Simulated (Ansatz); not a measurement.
# Ga2O3 (C2/m) in Ansatz: further runs

One crystal, Ga2O3, is run at these levels: PBE; tasks: single point.

Everything below comes from runs of Ansatz 0.2.0. Logs are shortened: lines on timing, memory, paths and dates and some standing lists are left out, and cuts for length are marked.

**1. Starting point**

The structure is monoclinic, space group C2/m (No. 12). Conventional cell: a = 12.214 Å, b = 3.037 Å, c = 5.798 Å, α = 90.00°, β = 103.83°, γ = 90.00°. Around Ga (site symmetry m) lie 6 O at 1.94 to 2.07 Å. Ga (site symmetry m) has 4 O at 1.83 to 1.86 Å as nearest neighbours. O (site symmetry m) is surrounded by 3 Ga at 1.83 to 1.94 Å. O (site symmetry m) is surrounded by 4 Ga at 1.86 to 2.07 Å. O (site symmetry m) has 3 Ga at 1.83 to 1.94 Å as nearest neighbours.

**2. Single point, PBE**

input.yaml reads:

```yaml
crystal:
  lattice:
    - [6.107, -1.51855, 0.0]
    - [6.107, 1.51855, 0.0]
    - [-1.3859888959, 0.0, 5.630008738]
  atoms:
    - { symbol: Ga, position: [0.34134, 0.34134, 0.68598] }
    - { symbol: Ga, position: [0.65866, 0.65866, 0.31402] }
    - { symbol: Ga, position: [0.9095, 0.9095, 0.2054] }
    - { symbol: Ga, position: [0.0905, 0.0905, 0.7946] }
    - { symbol: O, position: [0.5041, 0.5041, 0.7434] }
    - { symbol: O, position: [0.4959, 0.4959, 0.2566] }
    - { symbol: O, position: [0.8267, 0.8267, 0.4368] }
    - { symbol: O, position: [0.1733, 0.1733, 0.5632] }
    - { symbol: O, position: [0.8355, 0.8355, 0.8902] }
    - { symbol: O, position: [0.1645, 0.1645, 0.1098] }
hamiltonian:
  xc: pbe
  pseudopotentials: { kind: paw }
kpoints:
  mp_grid: { grid: [9, 9, 5] }
scf:
  occupations: { method: fermi_dirac, width: 0.05 }
basis:
  ecutwfc: "500 eV"
output:
  forces: true
  stress: true
  eigenvalues: true
  write_density: true
  write_potential: true
  elf: true
  volumetric_format: npy
```

Potentials or basis: Ansatz PAW.

Launch:

```sh
> ansatz run input.yaml --threads 4 --pin off --max-ram 11264MiB --backend cpu --events-out ev --progress --plain --runs-dir out
```

The program printed:

```text
Warning: RAYON_NUM_THREADS=4 ignored (pool sized by the plan → 4); use --threads N
basis.fft_grid_basis auto: the FFT boxes are laid along the combinations [[1, -1, 0], [0, 1, 0], [0, 0, 1]] of the cell's own vectors, 3.037, 6.293 and 5.798 Å long. The dense box has 24×48×45 points. Along the cell's own vectors, as sized, it would have 48×48×45, 2.00 times as many. Of the 4 symmetry operations that the crystal satisfies within crystal.symmetry.tolerance (time reversal apart; of a slab, those that keep its plane) the dense box along the cell's own vectors carries 4, and the one as laid loses 2 of those. basis.fft_grid_basis: typed keeps the cell's own vectors: state it where this run's energies or levels are differenced outside the engine with another run's, or held beside a run that keeps those vectors. Those combinations have planes normal to reciprocal vector 3, as the cell's own vectors have. Each planar average written beside output.write_density, output.write_potential has a row for each plane of the box: 45. The volumetric files lie along those combinations, not along the cell's own vectors: a cube or XSF file states them, and fields.json those of NumPy files.
Engine: ansatz 0.2.0, aarch64-unknown-linux-gnu
Pseudopotentials: kind: paw
Pseudopotential: Ga, paw, valence charge 13, recommended cutoff 420 eV (normal), Ga.paw.azcp
Pseudopotential: O, paw, valence charge 6, recommended cutoff 420 eV (normal), O.paw.azcp
Functional definition: PBE
  parameter kappa = 0.804
  parameter beta = 0.06672455060314922
  exchange = pbe_x(kappa = kappa, mu = beta*pi^2/3)
  correlation = pbe_c(beta = beta)
Crystal: 10 atoms, lattice volume = 104.423 Å³
Basis set: ecut = 500 eV, 2661 PW (Γ), FFT grids on a1−a2, a2, a3, exchange–correlation on 48×96×90 points (8 copies of the dense FFT grid, shifted against one another)
Bands: 54, of which v1, the nominal top of the filled ones, is band 44 counted from 1 (43 counted from 0)
Symmetry: 4 space group operations
Space group: C2/m (ITA 12), of the structure as read, at distance tolerance 4.7e-5 Å
k-points: 115 of 405
Non-local potential: Ga, projectors of the file, l = 0: 2, l = 1: 2, l = 2: 3, l = 3: 1
Non-local potential: O, projectors of the file, l = 0: 2, l = 1: 2, l = 2: 1
PAW form: soft (Blöchl's): semilocal exchange-correlation on the pseudo side does not see the compensation charge
PAW one-centre angular grid: Ga, 590 points (default); XC on 64 Gauss nodes
PAW one-centre angular grid: O, 110 points (default); XC on 64 Gauss nodes
Initial density: superposition of atomic densities (neutral atoms: chi_scale 0, normalization atom), corrected by the library's trained network
Initial wavefunctions: pseudopotential atomic-orbital guess
Functional: x = pbe(κ = 0.804, μ = 0.2195149727645171), c = pbe(β = 0.06672455060314922)
SCF iter   1: F=—  HF=-18540.014843 eV  |F-HF|=—  |Δ(HF+E_count)|=         —  Δρ=1.56e-3  dr2=6.16e-4  ethr=1.77e-3  ⟨swp⟩=6.1  Hψ=22944  notcnv=0  defer=53
preconditioner: auto → Resta (q_TF=auto, 2.652 Å⁻¹)  ε∞=4.7  [insulator: Δε(μ)=2.438 eV  Ē_g=17.835 eV  σ=0.050 eV  W_gap=1.00  n_scr=34 (ndim 8)  ℏωp=34.1 eV  f_vac=0.015  D(μ)=0.00/eV (n_scr^D=0)  ε∞_Penn≈4.7]
SCF iter   2: F=—  HF=-18540.015745 eV  |F-HF|=—  |Δ(HF+E_count)|=   9.02e-4  Δρ=8.72e-4  dr2=2.62e-4  ethr=7.00e-7  ⟨swp⟩=2.4  Hψ=12422  notcnv=0  defer=180
SCF iter   3: F=—  HF=-18540.016135 eV  |F-HF|=—  |Δ(HF+E_count)|=   3.90e-4  Δρ=2.58e-4  dr2=3.91e-5  ethr=2.98e-7  ⟨swp⟩=2.0  Hψ=10046  notcnv=0  defer=180
SCF iter   4: F=—  HF=-18540.016139 eV  |F-HF|=—  |Δ(HF+E_count)|=   4.31e-6  Δρ=6.03e-5  dr2=3.24e-6  ethr=4.45e-8  ⟨swp⟩=2.0  Hψ=10702  notcnv=0  defer=180
SCF iter   5: F=—  HF=-18540.016143 eV  |F-HF|=—  |Δ(HF+E_count)|=   3.53e-6  Δρ=3.23e-5  dr2=9.51e-7  ethr=3.68e-9  ⟨swp⟩=2.0  Hψ=10273  notcnv=0  defer=180
SCF iter   6: F=—  HF=-18540.016143 eV  |F-HF|=—  |Δ(HF+E_count)|=   8.68e-8  Δρ=1.17e-5  dr2=1.51e-7  ethr=1.08e-9  ⟨swp⟩=2.0  Hψ=10697  notcnv=0  defer=180
SCF iter   7: F=-18540.016143 eV  HF=-18540.016143 eV  |F-HF|=4.71e-9  |Δ(HF+E_count)|=   3.81e-8  Δρ=4.90e-6  dr2=1.77e-8  ethr=1.14e-10  ⟨swp⟩=13.6  Hψ=42418  notcnv=0
SCF 1 converged in 7 iterations: F = -18540.016143 eV  dr2 = 1.77e-8
SCF converged after 7 iterations
Free energy (F): -18540.016143 eV
Harris-Foulkes:  -18540.016143 eV  (|F-HF|=4.71e-9)
Internal energy: -18540.016143 eV  (E = F + TS)
E sigma→0 (E₀):  -18540.016143 eV
Fermi energy:    9.535798 eV
--- Per-component energies (eV) ---
  E_band       = -89.331113
  E_kinetic    = 1521.485711
  E_local      = -9089.605868  (includes V_loc(G=0)·N_el)
  E_nonlocal   = 2024.179623
  E_hartree    = 4085.903791
  E_xc         = -713.080185
  E_vxc        = -791.043604  (∫ρ·V_xc dr)
  E_paw        = -8944.131696  (= ΣΔE_a)
  E_vpaw       = -1926.163462  (= ΣTr[D̂ρ^β])
  E_aug_tail   = 0.006070  (compensation charges beyond the density's cutoff)
  E_ewald      = -7424.773589
  E_smearing   = -0.000000  (= −TS)
  E_closure    = 0.000000  (closes the sum)
  Σ components = -18540.016143   (vs F -18540.016143, Δ=0.00e0)
--- Forces (eV/Å), atoms counted from 1 ---
  atom   1  Ga     0.01953824     0.00000000    -0.06808950
  atom   2  Ga    -0.01953824    -0.00000000     0.06808950
  atom   3  Ga    -0.10684400     0.00000000    -0.06232887
  atom   4  Ga     0.10684400    -0.00000000     0.06232887
  atom   5  O     -0.16719609     0.00000000    -0.05271790
  atom   6  O      0.16719609    -0.00000000     0.05271790
  atom   7  O      0.01354195    -0.00000000     0.05487907
  atom   8  O     -0.01354195     0.00000000    -0.05487907
  atom   9  O     -0.20539130    -0.00000000     0.07716221
  atom  10  O      0.20539130     0.00000000    -0.07716221
  max |Σ_I F_I| component: 2.78e-17 eV/Å
--- Stress (GPa, compression-positive) ---
        9.366708       0.000000       0.148701
        0.000000      10.224770      -0.000000
        0.148698      -0.000000       9.069567
  P = ⅓ Tr σ = 9.5537 GPa (95.537 kbar)
--- Band table (eV; the first three rows and the last of 115) ---
  k-point 0: bands = ["-10.7144", "-9.5585", "-9.5260", "-9.4046", "-8.9300", "-8.9198", "-4.7161", "-4.6861", "-4.6806", "-4.6264", "-4.5018", "-4.4943", "-4.4866", "-4.4772", "-4.4211", "-4.2896", "-4.2862", "-4.2792", "-4.2473", "-4.2375", "-4.2118", "-4.2118", "-4.1550", "-4.0641", "-3.9106", "-3.8667", "1.2198", "2.3050", "3.4775", "4.0567", "4.6959", "5.5605", "5.6532", "6.0196", "6.2561", "6.3333", "6.5937", "6.6364", "7.2628", "7.5487", "7.5677", "7.7496", "7.9401", "8.2025", "10.6596", "13.9677", "14.9983", "15.0295", "16.0492", "17.0022", "17.6544", "17.7366", "19.5279", "20.6427"]
  k-point 1: bands = ["-10.6432", "-9.6928", "-9.5360", "-9.3411", "-8.9883", "-8.8779", "-4.7047", "-4.6875", "-4.6817", "-4.6245", "-4.5696", "-4.5067", "-4.4829", "-4.4619", "-4.4127", "-4.3010", "-4.2936", "-4.2871", "-4.2776", "-4.2243", "-4.2103", "-4.1991", "-4.1536", "-4.0359", "-4.0013", "-3.7191", "1.3967", "2.4888", "3.2704", "4.0946", "4.7784", "5.5549", "5.8155", "5.9251", "6.2049", "6.2381", "6.4516", "6.6373", "7.0785", "7.4943", "7.5798", "7.6380", "7.8312", "7.9713", "11.3108", "14.1295", "14.8306", "15.1549", "15.8908", "16.9767", "17.4477", "18.0420", "19.8584", "20.7185"]
  k-point 2: bands = ["-10.4782", "-9.9284", "-9.5479", "-9.2639", "-9.0259", "-8.8769", "-4.6890", "-4.6838", "-4.6792", "-4.6394", "-4.6116", "-4.5681", "-4.4604", "-4.4292", "-4.4152", "-4.3284", "-4.3245", "-4.2953", "-4.2702", "-4.2430", "-4.2083", "-4.1634", "-4.1519", "-4.0629", "-3.9952", "-3.5946", "1.8882", "2.5511", "3.1032", "3.9990", "5.0125", "5.5383", "5.6470", "5.9946", "6.1472", "6.2292", "6.3458", "6.6714", "6.7653", "6.9061", "7.5965", "7.6061", "7.7198", "7.9286", "12.4957", "13.6436", "14.9218", "15.4045", "15.9779", "16.2791", "17.9974", "18.1869", "20.0485", "20.1095"]
  k-point 114: bands = ["-10.2308", "-9.8771", "-9.6572", "-9.2933", "-9.0788", "-8.8298", "-4.7076", "-4.6838", "-4.6416", "-4.6363", "-4.5871", "-4.5751", "-4.4800", "-4.4513", "-4.4221", "-4.3912", "-4.3559", "-4.3466", "-4.2718", "-4.2546", "-4.2122", "-4.1870", "-4.1584", "-4.0889", "-3.6062", "-3.4031", "2.3227", "2.6988", "3.2189", "3.6821", "4.5343", "4.7859", "5.2506", "5.4151", "5.6605", "5.8468", "6.2639", "6.7120", "7.1397", "7.1795", "7.4649", "7.6619", "7.7051", "8.2201", "13.5770", "14.0540", "14.6184", "15.1725", "15.6580", "16.4780", "18.1947", "18.5907", "19.8188", "20.1812"]
```

Wall time 17 s (4 threads of Arm Neoverse V1, shared host); peak memory 0.87 GiB.

What came out:

```yaml
Free_energy: -18540.0161 eV
Pressure: 9.6 GPa
Largest_force: 0.219 eV/Å
Band_gap_on_the_k_mesh: 2.44 eV, indirect (least direct gap 2.46 eV)
```

Forces in eV/Å, atoms in the order of the input:
```
Ga   0.020  0.000 -0.068
Ga  -0.020  0.000  0.068
Ga  -0.107  0.000 -0.062
Ga   0.107  0.000  0.062
O   -0.167  0.000 -0.053
O    0.167  0.000  0.053
O    0.014  0.000  0.055
O   -0.014  0.000 -0.055
O   -0.205  0.000  0.077
O    0.205  0.000 -0.077
```

Levels at points of the mesh, in eV from the valence-band top:
```
           k point  band 41  band 42  band 43  band 44  band 45  band 46  band 47  band 48
(0.00, 0.00, 0.00)    -0.65    -0.47    -0.28    -0.02     2.44     5.75     6.78     6.81
```

Caveat: odd divisions of the mesh miss points on the zone boundary, where band edges often lie, so the gap on the mesh can be too wide.

**3. Single point, PBE**

Changes to input.yaml since step 2:

```diff
@@ -20,7 +20,5 @@
 kpoints:
-  mp_grid: { grid: [9, 9, 5] }
+  mp_grid: { grid: [16, 16, 8] }
 scf:
   occupations: { method: fermi_dirac, width: 0.05 }
-basis:
-  ecutwfc: "500 eV"
 output:
```

Potentials or basis: Ansatz PAW.

Launch:

```sh
> ansatz run input.yaml --threads 4 --pin off --max-ram 11264MiB --backend cpu --events-out ev --progress --plain --runs-dir out
```

The program printed:

```text
Warning: RAYON_NUM_THREADS=4 ignored (pool sized by the plan → 4); use --threads N
basis.fft_grid_basis auto: the FFT boxes are laid along the combinations [[1, -1, 0], [0, 1, 0], [0, 0, 1]] of the cell's own vectors, 3.037, 6.293 and 5.798 Å long. The dense box has 24×45×40 points. Along the cell's own vectors, as sized, it would have 45×45×40, 1.88 times as many. Of the 4 symmetry operations that the crystal satisfies within crystal.symmetry.tolerance (time reversal apart; of a slab, those that keep its plane) the dense box along the cell's own vectors carries 4, and the one as laid loses 2 of those. basis.fft_grid_basis: typed keeps the cell's own vectors: state it where this run's energies or levels are differenced outside the engine with another run's, or held beside a run that keeps those vectors. Those combinations have planes normal to reciprocal vector 3, as the cell's own vectors have. Each planar average written beside output.write_density, output.write_potential has a row for each plane of the box: 40. The volumetric files lie along those combinations, not along the cell's own vectors: a cube or XSF file states them, and fields.json those of NumPy files.
[... 9 set-up lines as earlier in the session ...]
Crystal: 10 atoms, lattice volume = 104.423 Å³
Basis set: ecut = 420 eV, 2037 PW (Γ), FFT grids on a1−a2, a2, a3, exchange–correlation on 48×90×80 points (8 copies of the dense FFT grid, shifted against one another)
[... 37 lines left out ...]
  E_vpaw       = -1923.352337  (= ΣTr[D̂ρ^β])
  E_aug_tail   = 0.014339  (compensation charges beyond the density's cutoff)
  E_ewald      = -7424.773589
  E_smearing   = -0.000000  (= −TS)
  E_closure    = -0.000000  (closes the sum)
  Σ components = -18539.972615   (vs F -18539.972615, Δ=0.00e0)
--- Forces (eV/Å), atoms counted from 1 ---
  atom   1  Ga     0.01987974     0.00000000    -0.06641856
  atom   2  Ga    -0.01987974    -0.00000000     0.06641856
  atom   3  Ga    -0.10737220     0.00000000    -0.06174674
  atom   4  Ga     0.10737220    -0.00000000     0.06174674
  atom   5  O     -0.16700102     0.00000000    -0.05261643
  atom   6  O      0.16700102    -0.00000000     0.05261643
  atom   7  O      0.01605741    -0.00000000     0.05312906
  atom   8  O     -0.01605741     0.00000000    -0.05312906
  atom   9  O     -0.20486257    -0.00000000     0.07717156
  atom  10  O      0.20486257     0.00000000    -0.07717156
  max |Σ_I F_I| component: 8.33e-17 eV/Å
--- Stress (GPa, compression-positive) ---
        9.366425       0.000000       0.147229
        0.000000      10.228275      -0.000000
        0.147225      -0.000000       9.073728
  P = ⅓ Tr σ = 9.5561 GPa (95.561 kbar)
--- Band table (eV; the first three rows and the last of 554) ---
  k-point 0: bands = ["-10.7150", "-9.5591", "-9.5265", "-9.4051", "-8.9307", "-8.9203", "-4.7122", "-4.6824", "-4.6768", "-4.6227", "-4.4977", "-4.4900", "-4.4827", "-4.4730", "-4.4171", "-4.2855", "-4.2822", "-4.2752", "-4.2433", "-4.2333", "-4.2080", "-4.2074", "-4.1505", "-4.0603", "-3.9067", "-3.8631", "1.2199", "2.3053", "3.4780", "4.0576", "4.6967", "5.5612", "5.6538", "6.0199", "6.2570", "6.3337", "6.5941", "6.6368", "7.2634", "7.5498", "7.5685", "7.7502", "7.9402", "8.2031", "10.6584", "13.9670", "14.9982", "15.0288", "16.0494", "17.0020", "17.6539", "17.7370", "19.5284", "20.6427"]
  k-point 1: bands = ["-10.6865", "-9.6192", "-9.5303", "-9.3743", "-8.9668", "-8.8906", "-4.7075", "-4.6830", "-4.6773", "-4.6221", "-4.5334", "-4.4865", "-4.4854", "-4.4668", "-4.4119", "-4.2883", "-4.2849", "-4.2810", "-4.2610", "-4.2231", "-4.2068", "-4.2025", "-4.1499", "-4.0481", "-3.9650", "-3.7792", "1.2894", "2.3816", "3.3913", "4.0825", "4.7232", "5.5485", "5.7295", "6.0118", "6.2145", "6.2941", "6.5330", "6.6258", "7.1798", "7.5736", "7.5957", "7.6608", "7.9284", "8.0379", "10.9459", "14.0489", "14.9186", "15.0981", "15.9414", "17.1550", "17.3305", "17.9554", "19.6772", "20.7391"]
  k-point 2: bands = ["-10.6066", "-9.7518", "-9.5406", "-9.3190", "-9.0015", "-8.8747", "-4.6952", "-4.6842", "-4.6784", "-4.6193", "-4.5866", "-4.5173", "-4.4730", "-4.4500", "-4.4079", "-4.3040", "-4.2968", "-4.2815", "-4.2789", "-4.2225", "-4.2053", "-4.1873", "-4.1487", "-4.0230", "-4.0131", "-3.6758", "1.4947", "2.5716", "3.1762", "4.0893", "4.8376", "5.5703", "5.8177", "5.8818", "6.1942", "6.2265", "6.3997", "6.6511", "7.0016", "7.3383", "7.5856", "7.6654", "7.7572", "7.9596", "11.5904", "14.1328", "14.7823", "15.2034", "15.8944", "16.7932", "17.5961", "18.0851", "19.9757", "20.6106"]
  k-point 553: bands = ["-10.3002", "-9.8986", "-9.7183", "-9.3761", "-9.0726", "-8.8162", "-4.6920", "-4.6903", "-4.6886", "-4.6629", "-4.6136", "-4.6132", "-4.4827", "-4.4440", "-4.4217", "-4.4148", "-4.3301", "-4.3265", "-4.2738", "-4.2712", "-4.2014", "-4.1921", "-4.1453", "-4.1138", "-3.6003", "-3.4183", "2.5343", "2.8146", "3.0165", "3.5685", "4.6061", "5.0543", "5.2972", "5.5396", "5.8064", "6.0590", "6.4019", "6.9865", "7.3499", "7.5262", "7.5962", "7.6238", "7.6338", "8.2156", "13.4479", "13.5788", "14.5158", "14.8099", "15.2582", "15.8916", "18.0052", "18.4848", "20.0091", "20.3940"]
```

Run time: 59 s. Hardware: 4 threads of Arm Neoverse V1, shared host; peak memory 2 GiB.

What came out:

```
Free energy            : -18539.9726 eV
Pressure               : 9.6 GPa
Largest force          : 0.219 eV/Å
Band gap on the k mesh : 2.43 eV, indirect (least direct gap 2.46 eV)
```

Forces in eV/Å, atoms in the order of the input:
```
Ga   0.020  0.000 -0.066
Ga  -0.020  0.000  0.066
Ga  -0.107  0.000 -0.062
Ga   0.107  0.000  0.062
O   -0.167  0.000 -0.053
O    0.167  0.000  0.053
O    0.016  0.000  0.053
O   -0.016  0.000 -0.053
O   -0.205  0.000  0.077
O    0.205  0.000 -0.077
```

Stress tensor (GPa, compression positive):
```
 9.37  0.00  0.15
 0.00 10.23  0.00
 0.15  0.00  9.07
```

Levels at points of the mesh, in eV from the valence-band top:
| k point | band 40 | band 41 | band 42 | band 43 | band 44 | band 45 | band 46 | band 47 | band 48 | band 49 |
| --- | --- | --- | --- | --- | --- | --- | --- | --- | --- | --- |
| (0.00, 0.00, 0.00) | -0.68 | -0.66 | -0.48 | -0.29 | -0.02 | 2.43 | 5.74 | 6.77 | 6.80 | 7.82 |
| (0.00, 0.00, -0.50) | -1.41 | -0.65 | -0.63 | -0.50 | -0.31 | 4.80 | 4.93 | 6.77 | 7.27 | 7.81 |
| (0.00, -0.50, 0.00) | -1.29 | -0.76 | -0.72 | -0.46 | -0.13 | 5.70 | 6.56 | 7.27 | 7.54 | 8.08 |
| (0.00, -0.50, -0.50) | -1.24 | -1.12 | -1.05 | -0.74 | -0.65 | 6.95 | 6.99 | 7.88 | 8.07 | 8.51 |
| (-0.50, -0.50, 0.00) | -1.08 | -0.67 | -0.67 | -0.42 | -0.16 | 4.60 | 4.85 | 5.88 | 6.62 | 8.03 |
| (-0.50, -0.50, -0.50) | -0.70 | -0.63 | -0.60 | -0.59 | -0.01 | 5.22 | 5.35 | 6.29 | 6.58 | 7.03 |

Caveat: the pressure holds a Pulay correction of +0.8 GPa for the finite cutoff.
